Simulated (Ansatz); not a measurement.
**In (Im-3m), two-dimensional strain map**

The calculation used DFT PBE, scalar-relativistic, plane waves, PAW in Ansatz 0.2.0. Settings: plane waves to 420 eV, k-mesh 18×18×18 (Γ-centred), Gaussian smearing 0.15 eV. No spin polarisation. Energies are free energies at this smearing, counted from the undisturbed cell; pressure is positive in compression.

Zero of the scan (as given, not relaxed at this level; it stands at 1.5 GPa; this bcc form isn't the usual structure):

```xyz
1
Lattice="-1.8825 1.8825 1.8825 1.8825 -1.8825 1.8825 1.8825 1.8825 -1.8825" Properties=species:S:1:pos:R:3 pbc="T T T"
In    0.0000    0.0000    0.0000
```

The cell is strained by p along both x and y and by q along z, fractional coordinates fixed. Points are written (p, q).

Energy above the undisturbed cell in meV/atom (a dash: not computed):

```csv
p \ q,-0.080,-0.040,0.000,0.040,0.080
-0.080,339.1,233.3,150.8,88.4,43.8
-0.040,?,?,44.5,15.6,-0.3
0.000,46.5,16.5,0.0,-5.0,-0.6
0.040,2.1,-4.2,-0.3,?,30.6
0.080,0.2,11.3,?,54.9,84.0
```

(1) Fill in the withheld energies.

Results:

(1) (-0.040, -0.080): 151.2; (-0.040, -0.040): 88.6; (0.040, 0.040): 11.6; (0.080, 0.000): 30.4.